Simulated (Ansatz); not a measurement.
## CoO in Ansatz: the effect of functional

Crystal: CoO.

```
CELL_PARAMETERS angstrom
1.51544 0.87494 2.45609
-1.51544 0.87494 2.45609
0.00000 -1.74988 2.45609
ATOMIC_POSITIONS crystal
Co 0.00000 0.00000 0.00000
O 0.50000 0.50000 0.50000
```

The cell is a database's computed one.

The cell isn't the ideal one: volume scaled by 1.02.

Alike in all runs:

```yaml
Program: Ansatz 0.2.0
Task: single point
Potentials_or_basis: Ansatz PAW
k_mesh: 11 × 11 × 11
Occupations: fermi-dirac, width 0.05 eV
Spin: collinear spin, ferromagnetic start
Starting_moments: "[2.0, 0.0] μB"
```

```tsv
functional	cutoff	gap on the mesh (eV)	pressure (GPa)	moment (μB)
LDA	420 eV (not typed: the program's choice for these potentials)	none	-20.3	2.91
PBEsol	420 eV (not typed: the program's choice for these potentials)	?	?	?
r2SCAN	500 eV (not typed: the program's choice for these potentials)	0.52	-3.4	3.00
```

Problem. What does the run with functional PBEsol give?

Solution. gap on the mesh none; pressure -12.1 GPa; moment 2.97 μB.

Caveats: a cell with one magnetic atom can't hold antiferromagnetic order, which such compounds often take; the PAW data sets come from PBE, with cores solved anew for the run's functional, which leaves a small shift of forces and pressure; semilocal functionals often make such compounds metallic where correlation or magnetic order opens a gap, which also shifts bond lengths (some runs); the magnetic or orbital state may not be the lowest (some runs); odd divisions of the mesh miss points on the zone boundary, where band edges often lie, so the gap on the mesh can be too wide (some runs).

A k mesh can miss the band edges.

A gap of «none» marks a metal or a gap under the smearing width.
